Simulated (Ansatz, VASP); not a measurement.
# RbBr: VASP beside Ansatz

```xyz
2
Lattice="4.1788 0.0000 0.0000 0.0000 4.1788 0.0000 0.0000 0.0000 4.0702" Properties=species:S:1:pos:R:3 pbc="T T T"
Rb   -0.1659    0.0000    0.0000
Br    2.2668    2.0894    2.0351
```

Change from the starting cell: mode 4 frozen in at -0.173 Å, equal normal strain along x and y +0.0267.

Alike in both runs: task single point; functional PBEsol; k mesh 6 × 6 × 6; occupations gaussian, width 0.05 eV; no spin polarisation.

|  | VASP | Ansatz |
| --- | --- | --- |
| version | VASP 6.6.1 | Ansatz 0.2.0 |
| potentials or method | VASP PAW PBE potentials, release 64 (Rb_sv, Br) | scalar-relativistic, plane waves, PAW |
| plane-wave cutoff (eV) | 520 | 420 |
| valence electrons in the cell | 16 | 16 |

VASP gave:

| Property | Result |
| --- | --- |
| gap on the k mesh at the Fermi level (eV) | 3.86 |
| least direct gap on the mesh (eV) | 3.96 |
| pressure (GPa) | -0.2 |
| largest component of the traceless stress (GPa) | 0.54 |
| rms of the force components (eV/Å) | 0.127 |

Task: Estimate Ansatz's values.

Result: gap on the k mesh at the Fermi level (eV): 3.86; least direct gap on the mesh (eV): 3.96; pressure (GPa): -0.2; largest component of the traceless stress (GPa): 0.54; rms of the force components (eV/Å): 0.125.

Atom by atom the forces differ by 0.002 eV/Å (rms over components). With one functional, cell and mesh, what is left measures potentials, basis and numerics.

Caveats: the PAW data sets were made with another functional, which shifts forces and pressure a little (VASP). A k mesh can miss the band edges.
